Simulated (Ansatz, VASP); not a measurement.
Re: VASP beside Ansatz

INCAR

```
SYSTEM = Re
PREC     = Accurate       ! precision mode
ENCUT    = 520            ! plane-wave cutoff, eV
EDIFF    = 1E-7           ! SCF threshold, eV
ISMEAR   = -1             ! smearing method
SIGMA    = 0.05           ! smearing width, eV
LREAL    = .FALSE.        ! projectors in reciprocal space
LASPH    = .TRUE.         ! aspherical terms in the spheres
NELM     = 100            ! most SCF steps
ALGO     = Normal         ! electronic algorithm
ISIF     = 2              ! what is computed and relaxed
LWAVE    = .FALSE.        ! write WAVECAR
LCHARG   = .TRUE.         ! write CHGCAR
GGA      = CA             ! functional
LELF     = .TRUE.         ! ELF
LVHAR    = .TRUE.       
NBANDS   = 22             ! bands
```

Contents of KPOINTS:

```
regular mesh
0
G
  11 11 3
  0 0 0
```

POSCAR

```
Re
1.0
    2.8027914027      0.0000000000      0.0000000000
   -1.4013957013      2.4272885563      0.0000000000
    0.0000000000      0.0000000000      9.0564750331
Re
4
Direct
    0.6666666667      0.3333333333      0.7500000000
    0.0000000000      0.0000000000      0.5000000000
    0.3333333333      0.6666666667      0.2500000000
    0.0000000000      0.0000000000      0.0000000000
```

The input input.yaml:

```yaml
crystal:
  lattice:
    - [2.8027914027, 0.0, 0.0]
    - [-1.4013957013, 2.4272885563, 0.0]
    - [0.0, 0.0, 9.0564750331]
  atoms:
    - { symbol: Re, position: [0.6666666667, 0.3333333333, 0.75] }
    - { symbol: Re, position: [0.0, 0.0, 0.5] }
    - { symbol: Re, position: [0.3333333333, 0.6666666667, 0.25] }
    - { symbol: Re, position: [0.0, 0.0, 0.0] }
hamiltonian:
  xc: lda
  pseudopotentials: { kind: paw }
kpoints:
  mp_grid: { grid: [11, 11, 3] }
scf:
  occupations: { method: fermi_dirac, width: 0.05 }
output:
  forces: true
  stress: true
  eigenvalues: true
  write_density: true
  write_potential: true
  elf: true
  volumetric_format: npy
```

Alike in both runs: task single point; functional LDA; k mesh 11 × 11 × 3; occupations fermi-dirac, width 0.05 eV; no spin polarisation.

|  | VASP | Ansatz |
| --- | --- | --- |
| version | VASP 6.6.1 | Ansatz 0.2.0 |
| potentials or method | VASP PAW LDA potentials, release 64 (Re) | Ansatz PAW |
| plane-wave cutoff (eV) | 520 | 420 |
| valence electrons in the cell | 28 | 60 |

```csv
,VASP,Ansatz,Ansatz less VASP
gap on the k mesh at the Fermi level (eV),none,none,-
pressure (GPa),-24.3,-25.0,-0.73
largest component of the traceless stress (GPa),0.16,0.10,-0.066
```

A gap of «none» marks a metal or a gap that the smearing closes. The two sets of potentials don't hold the same shells in valence.

Caveats: so large a pressure means that the cell lies far from this level's equilibrium, or that cutoff or potentials fall short (VASP); the PAW data sets come from PBE, with cores solved anew for the run's functional, which leaves a small shift of forces and pressure (Ansatz). Spin-orbit coupling is left out, which matters for the levels of Re.
